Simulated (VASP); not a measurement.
Crystal: Ag2O.

```
CELL_PARAMETERS angstrom
4.71800 0.00000 0.00000
0.00000 4.71800 0.00000
0.00000 0.00000 4.71800
ATOMIC_POSITIONS crystal
Ag 0.25000 0.25000 0.25000
Ag 0.25000 0.75000 0.75000
Ag 0.75000 0.75000 0.25000
Ag 0.75000 0.25000 0.75000
O 0.00000 0.00000 0.00000
O 0.50000 0.50000 0.50000
```

| Quantity | Value |
| --- | --- |
| Program | VASP 6.6.1 |
| Task | relaxation of cell and atoms |
| Functional | r2SCAN |
| Potentials or basis | VASP PAW PBE potentials, release 64 (Ag, O) |
| Cutoff | 600 eV |
| k mesh | 8 × 8 × 8 |
| Occupations | methfessel-paxton, width 0.1 eV |
| Spin | no spin polarisation |

At the start: pressure 2.0 GPa; volume 17.50 Å³/atom.

Q: Where does the relaxation end?

A: Over 5 steps the energy falls by 2.3 meV/atom and the volume is 17.90 Å³/atom (+2.3 %); space group Pn-3m (No. 224, to 0.05 Å).

Step by step:
```tsv
step	energy change (eV)	largest force (eV/Å)	pressure (GPa)	volume (Å³)
1	0.0000	0.0000	1.95	105.02
2	-0.0116	0.0000	-0.71	108.30
3	-0.0137	0.0000	0.12	107.34
4	-0.0137	0.0000	-0.11	107.47
5	-0.0137	0.0000	-0.03	107.41
```

Final structure:
```cif
data_structure
_symmetry_space_group_name_H-M 'P 1'
_symmetry_Int_Tables_number 1
_cell_length_a 4.7534
_cell_length_b 4.7534
_cell_length_c 4.7534
_cell_angle_alpha 90.000
_cell_angle_beta 90.000
_cell_angle_gamma 90.000
_cell_volume 107.41
loop_
_atom_site_label
_atom_site_type_symbol
_atom_site_fract_x
_atom_site_fract_y
_atom_site_fract_z
_atom_site_occupancy
Ag1 Ag 0.25000 0.25000 0.25000 1
Ag2 Ag 0.25000 0.75000 0.75000 1
Ag3 Ag 0.75000 0.75000 0.25000 1
Ag4 Ag 0.75000 0.25000 0.75000 1
O1 O 0.00000 0.00000 0.00000 1
O2 O 0.50000 0.50000 0.50000 1
```

Caveat: the PAW data sets were made with another functional, which shifts forces and pressure a little.
